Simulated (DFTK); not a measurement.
# PtSe2 (Sudovikovite) (P-3m1) in DFTK: reference runs

Reference runs on PtSe2 (Sudovikovite): the cell as given.

Program: DFTK 0.8.2. These are calculated values, not measurements. Logs are shortened: lines on timing, memory, paths and dates and some standing lists are left out, and cuts for length are marked.

## 1. The crystal as given

It takes space group P-3m1 (No. 164, trigonal). Conventional cell: a = 3.724 Å, b = 3.724 Å, c = 5.062 Å, α = 90.00°, β = 90.00°, γ = 120.00°. Around Pt (site symmetry -3m) lie 6 Se at 2.49 Å. Se (site symmetry 3m) is surrounded by 3 Pt at 2.49 Å.

## 2. Single point, PBE

Contents of run.jl:

```julia
using DFTK
using PseudoPotentialData
using Unitful, UnitfulAtomic
using LinearAlgebra, Printf
include("save.jl")
disable_threading()

# lattice vectors are the columns
lattice = austrip(1u"Å") * [         3.724         -1.862            0.0;
                      0.0   3.2250786037            0.0;
                      0.0            0.0          5.062]
symbols   = [:Pt, :Se, :Se]
positions = [[0.0, 0.0, 0.0],
             [0.6666666667, 0.3333333333, 0.75],
             [0.3333333333, 0.6666666667, 0.25]]
pseudopotentials = PseudoFamily("dojo.nc.sr.pbe.v0_4_1.standard.upf")
elements = Dict(s => ElementPsp(s, pseudopotentials) for s in unique(symbols))
atoms    = [elements[s] for s in symbols]

build_model(lattice, positions; symmetries=true) =
    model_DFT(lattice, atoms, positions;
              functionals=PBE(),
              temperature=austrip(0.05u"eV"),
              smearing=Smearing.FermiDirac(),
              symmetries)
Ecut  = 43.0  # hartree
kgrid = [8, 8, 5]
tol   = 1e-6
to_GPa = ustrip(uconvert(u"GPa", 1u"hartree/bohr^3"))

model = build_model(lattice, positions)
basis = PlaneWaveBasis(model; Ecut, kgrid)
display(basis)
scfres = self_consistent_field(basis;
                               tol,
                               nbandsalg=AdaptiveBands(model; n_bands_converge=32))
display(scfres.energies)
@printf "Fermi level: %.6f eV\n" ustrip(auconvert(u"eV", something(scfres.εF, NaN)))
forces = compute_forces_cart(scfres)
println("Forces (eV/Å)")
for (s, f) in zip(symbols, forces)
    @printf "%-3s %12.6f %12.6f %12.6f\n" s ustrip.(auconvert.(u"eV/Å", f))...
end
stress = compute_stresses_cart(scfres)
println("Stress (GPa)")
display(round.(stress * to_GPa; digits=4))
println("Levels at the first k-point (eV): ", round.(ustrip.(auconvert.(u"eV", scfres.eigenvalues[1][1:scfres.n_bands_converge])); digits=4))
save_scf!(scfres; forces, stress)
```

Potentials or basis: dojo.nc.sr.pbe.v0_4_1.standard.upf (PBE).

On the command line:

```sh
$ julia --threads=1 run.jl  # save.jl only writes the numbers to a file and isn't shown; printed stress counts tension as positive; times include loading and compiling
```

Log:

```text
PlaneWaveBasis discretization:

    Ecut                 : 43.0 Ha
    fft_size             : (45, 45, 60), 121500 total points
    kgrid                : MonkhorstPack([8, 8, 5])
    num.   red. kpoints  : 320
    num. irred. kpoints  : 40

    Discretized Model(gga_x_pbe+gga_c_pbe, 3D):
        lattice (in Bohr)    : [7.03734   , -3.51867  , 0         ]
                               [0         , 6.09452   , 0         ]
                               [0         , 0         , 9.56579   ]
        unit cell volume     : 410.27 Bohr³

        atoms                : PtSe₂
        pseudopot. family    : PseudoFamily("dojo.nc.sr.pbe.v0_4_1.standard.upf")

        num. electrons       : 50
        spin polarization    : none
        temperature          : 0.0018375 Ha
        smearing             : DFTK.Smearing.FermiDirac()

        terms                : Kinetic()
                               AtomicLocal()
                               AtomicNonlocal()
                               Ewald(nothing)
                               PspCorrection()
                               Hartree()
                               Xc(gga_x_pbe, gga_c_pbe)
                               Entropy()
n     Energy            log10(ΔE)   log10(Δρ)   Diag   Δtime
---   ---------------   ---------   ---------   ----   ------
  1   -372.9896172015                   -0.58    6.1    29.2s
  2   -373.0883611559       -1.01       -1.00    1.3    12.0s
  3   -373.1038328665       -1.81       -1.89    3.4    15.9s
  4   -373.1040234831       -3.72       -2.47    1.7    11.7s
  5   -373.1040302205       -5.17       -3.10    3.0    14.8s
  6   -373.1040313331       -5.95       -3.37    2.7    16.3s
  7   -373.1040314594       -6.90       -3.99    1.6    12.1s
  8   -373.1040314726       -7.88       -4.47    3.5    15.2s
  9   -373.1040314731       -9.32       -5.14    2.1    14.2s
 10   -373.1040314731      -10.35       -5.69    3.3    16.6s
 11   -373.1040314732      -11.32       -6.43    2.3    12.6s
Energy breakdown (in Ha):
    Kinetic             194.2243024
    AtomicLocal         -286.9366683
    AtomicNonlocal      -98.2790343
    Ewald               -218.9500862
    PspCorrection       10.4329983
    Hartree             98.6386644
    Xc                  -72.2340071
    Entropy             -0.0002007

    total               -373.104031473154
Fermi level: 8.174886 eV
Forces (eV/Å)
Pt      0.000000    -0.000000    -0.000000
Se     -0.000002     0.000001    -0.589043
Se      0.000002    -0.000001     0.589043
Stress (GPa)
3×3 StaticArraysCore.SMatrix{3, 3, Float64, 9} with indices SOneTo(3)×SOneTo(3):
 -7.8826   0.0      0.0
  0.0     -7.8826   0.0
  0.0      0.0     -5.9244
Levels at the first k-point (eV): [-91.5547, -45.729, -45.729, -45.6381, -40.4894, -40.4894, -40.4873, -40.4873, -40.4646, -40.4646, -40.4594, -40.4594, -40.4533, -40.453, -7.5948, -4.7711, 0.9301, 1.6358, 1.6358, 4.1013, 4.1013, 5.5414, 7.0511, 7.0511, 8.5337, 9.5838, 9.5838, 11.7389, 12.3307, 15.4304, 15.4304, 19.9789]
```

Wall time 5.3 min (1 thread of Intel Xeon Platinum 8488C (Sapphire Rapids), shared host); peak memory 2.5 GiB.

What came out:

| Item | Value |
| --- | --- |
| Free energy | -10152.6779 eV |
| Pressure | 7.2 GPa |
| Largest force | 0.589 eV/Å |
| Band gap on the k mesh | none (metal or under the smearing width) |

Forces on the atoms (eV/Å):
```
Pt   0.000  0.000  0.000
Se   0.000  0.000 -0.589
Se   0.000  0.000  0.589
```

Levels at points of the mesh, in eV from the Fermi level:
| k point | band 23 | band 24 | band 25 | band 26 | band 27 | band 28 |
| --- | --- | --- | --- | --- | --- | --- |
| (0.00, 0.00, 0.00) | -1.12 | -1.12 | 0.36 | 1.41 | 1.41 | 3.56 |
| (-0.50, 0.00, 0.00) | -3.56 | -3.48 | -3.03 | 0.62 | 2.30 | 4.75 |

The run has no spin-orbit coupling, so splittings on Pt are missing.
